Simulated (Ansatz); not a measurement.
## ScAl3 in Ansatz: convergence with ecutfock ratio

Input of the first run (ecutfock ratio 1); the others differ in this setting and in those tied to it:

File input.yaml:

```yaml
crystal:
  lattice:
    - [4.08780657, 0.0, 0.0]
    - [0.0, 4.08780657, 0.0]
    - [0.0, 0.0, 4.08780657]
  atoms:
    - { symbol: Sc, position: [0.0, 0.0, 0.0] }
    - { symbol: Al, position: [0.5, 0.5, 0.0] }
    - { symbol: Al, position: [0.0, 0.5, 0.5] }
    - { symbol: Al, position: [0.5, 0.0, 0.5] }
hamiltonian:
  xc: pbe0
  pseudopotentials: { kind: paw }
kpoints:
  mp_grid: { grid: [4, 4, 4] }
scf:
  occupations: { method: methfessel_paxton, width: 0.05 }
  exx: { ecutfock_ratio: 1 }
output:
  forces: true
  stress: true
  eigenvalues: true
```

Potentials or basis: Ansatz PAW.

The run is started by

```console
$ ansatz run input.yaml --threads 2 --pin off --max-ram 5632MiB --backend cpu --events-out ev --progress --plain --runs-dir out
```

The cell is a database's computed one.

Hardware: 2 threads of Arm Neoverse V2 (shared host).

```csv
ecutfock ratio,"energy less the tightest run, at zero smearing (meV/atom)",SCF cycles,CPU time (s),peak memory (GiB)
1,1.09,30,20,0.74
2,0.00,32,23,0.8
3,0.00,32,27,0.92
4,0.00,32,27,0.94
```

Against the tightest run, the energy stays within 1 meV/atom from 2 on. The tightest run that finished is the yardstick and may itself not be fully converged.

Caveat, for the tightest run too: the k mesh is coarse (spacing up to 0.38 Å⁻¹), so the values aren't converged, least of all with exact exchange.
